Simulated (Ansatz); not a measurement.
Below is the output of a Python script on Ansatz 0.2.0, Python API that makes a comparison of functionals at one structure of AlN, space group P6_3/mmc. Write a script that gives it. Level of theory (first run): LDA, PAW, cutoff 571 eV, 12×12×6 k-points, fixed occupations. The script varies functional: lda, pbesol, blyp.

```
CELL_PARAMETERS angstrom
3.31212 0.00000 0.00000
-1.65606 2.86838 0.00000
0.00000 0.00000 4.18756
ATOMIC_POSITIONS crystal
Al 0.33333 0.66667 0.75000
Al 0.66667 0.33333 0.25000
N 0.33333 0.66667 0.25000
N 0.66667 0.33333 0.75000
```

Running `python aln_xc.py` prints:
```text
  functional   F/atom (eV)    iterations       P (GPa)  gap by band count (eV)      k-points
         lda    -444.82998             6        -8.677                   3.277            76
      pbesol    -452.88843             6        -3.450                   3.175            76
        blyp    -464.40297             6         3.341                   3.558            76
```

One script that gives this output:

`aln_xc.py`
```python
"""Functional comparison for AlN (totals differ with the potentials too)."""

import warnings

import ansatz as az

warnings.simplefilter("ignore", az.DeckWarning)

xtal = (
    az.Lattice.of((3.312116, 0.0, 0.0), (-1.656058, 2.868376, 0.0), (0.0, 0.0, 4.187563))
    .atom("Al", (1 / 3, 2 / 3, 0.75))
    .atom("Al", (2 / 3, 1 / 3, 0.25))
    .atom("N", (1 / 3, 2 / 3, 0.25))
    .atom("N", (2 / 3, 1 / 3, 0.75))
)

model = (
    xtal.calculation()
    .pseudopotentials("paw")
    .basis(21 * az.Ha)
    .kpoints(12, 12, 6, center="gamma")
    .occupations("Fixed")
    .stress()
    .band_table()
)

rows = []
for value in ["lda", "pbesol", "blyp"]:
    r = model.functional(value).run(threads=1).report
    rows.append((value, r["free_energy_ev"] / len(r["lattice"]["sites"]), r["n_iterations"], sum(r["stress_gpa"][i][i] for i in range(3)) / 3, r["gap_by_band_count_ev"], r["n_kpoints"]))

print("  functional   F/atom (eV)    iterations       P (GPa)  gap by band count (eV)      k-points")
for row in rows:
    print(f"{str(row[0]):>12s}  {row[1]:12.5f}  {row[2]:12d}  {row[3]:12.3f}  {row[4]:22.3f}  {row[5]:12d}")
```

From lowest to highest: LDA (-8.7 GPa), PBEsol (-3.5 GPa) and BLYP (3.3 GPa). At a fixed cell a lower pressure usually means a smaller equilibrium volume, so LDA prefers the smallest cell and BLYP the largest. Gaps by band count in the reports: LDA 3.28 eV, PBEsol 3.18 eV and BLYP 3.56 eV (Kohn-Sham values on this mesh, as a rule under measured gaps).

Notes:
- Semilocal gaps usually lie well under measured ones.
- Pressure is positive in compression.
- This cell is a computed structure, which may not be the phase found in nature.
- Gaps and levels are Kohn-Sham values on a finite set of k-points.
- Total energies of different functionals can't be compared; pressures, moments and gaps at this one structure can.
- It ran for 11 s on 1 thread of Arm Neoverse V1 (shared host), peak memory 0.39 GiB.
